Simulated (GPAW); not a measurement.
Runs of GPAW 26.7.0 on MgO. The structure is hexagonal, space group P-6m2 (No. 187). The conventional cell has a = 2.938 Å, b = 2.938 Å, c = 2.680 Å, α = 90.00°, β = 90.00°, γ = 120.00°. Mg (site symmetry -6m2) has 6 O at 2.16 Å as nearest neighbours. O (site symmetry -6m2) has 6 Mg at 2.16 Å as nearest neighbours. Measurements of this composition are mostly on another form, of space group No. 225.

| task | level | potentials or basis | smearing | band path | band points | gap on the mesh (eV) | pressure (GPa) |
| --- | --- | --- | --- | --- | --- | --- | --- |
| single point | RPBE | the program's PAW data sets (release 1.2.1) made for this functional, pw | gaussian 0.02 eV | - | - | 3.15 | (c) |
| single point | LDA | the program's PAW data sets (release 1.2.1) made for this functional, pw | gaussian 0.05 eV | - | - | (a) | -9.1 |
| electron localisation function | RPBE+D3(BJ) | the program's PAW data sets (release 1.2.1) made for this functional, pw | gaussian 0.05 eV | - | - | 3.15 | -17.5 |
| single point | PBE | GPAW PAW data sets (gpaw-data 1.2.1), pw | gaussian 0.1 eV | - | - | 3.05 | -0.1 |
| band structure | PBEsol+D3(BJ) | PAW data sets generated in the run's folder for this functional, pw | fermi-dirac 0.05 eV | GMKGALHA,LM,KH | 100 | 2.95 | (b) |

Alike in all rows: no spin polarisation; cell as given; k mesh 10 × 10 × 10; cutoff (eV) 800.

Q: Estimate the missing entries.

A: (a) 2.97; (b) -7.2; (c) 4.3.

Caveats: so large a pressure means that the cell lies far from this level's equilibrium, or that cutoff or potentials fall short (some runs).

A k mesh can miss the band edges.
